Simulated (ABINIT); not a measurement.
Runs of ABINIT 10.8.3 (patched build) on WC (Qusongite). Symmetry: P-6m2, No. 187, hexagonal system. Conventional cell: a = 2.907 Å, b = 2.907 Å, c = 2.837 Å, α = 90.00°, β = 90.00°, γ = 120.00°. Around W (site symmetry -6m2) lie 6 C at 2.20 Å. Around C (site symmetry -6m2) lie 6 W at 2.20 Å. 

| task | level | potentials or basis | spin | cell | cutoff (eV) | fine-grid cutoff | cell freedom (optcell) | cutoff smearing ecutsm (Ha) | optimiser (ionmov) | force stop (Ha/bohr) | gap on the mesh (eV) | pressure (GPa) | V0 of scaled cells (Å³/atom) | B0 (GPa) |
| --- | --- | --- | --- | --- | --- | --- | --- | --- | --- | --- | --- | --- | --- | --- |
| band structure | PBEsol | JTH PAW PBE v2.0 | SOC, no magnetisation | as given | 517 | 1034.03 eV | - | - | - | - | none | -1.8 | - | - |
| equation of state | LDA | JTH PAW LDA v2.0 | off | as given | 707 | 1306.15 eV | - | - | - | - | - | - | 10.13 | 427 |
| band structure | PBE | JTH PAW PBE v2.0 | SOC, no magnetisation | as given | 517 | 1034.03 eV | - | - | - | - | none | 6.9 | - | - |
| equation of state | HCTH407 | JTH PAW PBE v2.0 | off | as given | 517 | 1034.03 eV | - | - | - | - | - | - | 10.15 | (b) |
| equation of state | AM05 | JTH PAW PBE v2.0 | off | as given | 517 | 1034.03 eV | - | - | - | - | - | - | (c) | (a) |
| band structure | LDA | PseudoDojo NC SR LDA v0.4.1 standard | off | as given | 1116 | - | - | - | - | - | none | -10.5 | - | - |
| relaxation of cell and atoms | WC | JTH PAW PBE v2.0 | off | relaxed | 517 | 1034.03 eV | 1 | 0.5 | 2 | 5e-05 | none | 0.0 | - | - |

Alike in all rows: k mesh 10 × 10 × 9; smearing fermi-dirac 0.05 eV.

Q: Estimate the missing entries.

A: (a) 417; (b) 405; (c) 10.26.

Caveats: the PAW data sets were made with another functional, which shifts forces and pressure a little (some runs); pressures at fixed basis lie under the slope of the energies (some runs); the cell was scaled at fixed shape and fractional positions, which overstates the stiffness of a crystal with free parameters, most of all of layers and chains (some runs); spin-orbit coupling is left out, which moves the levels of the heavy elements (some runs).

A k mesh can miss the band edges, and rows without SOC leave out spin-orbit coupling on W.

A gap of «none» marks a metal or a gap under the smearing width.
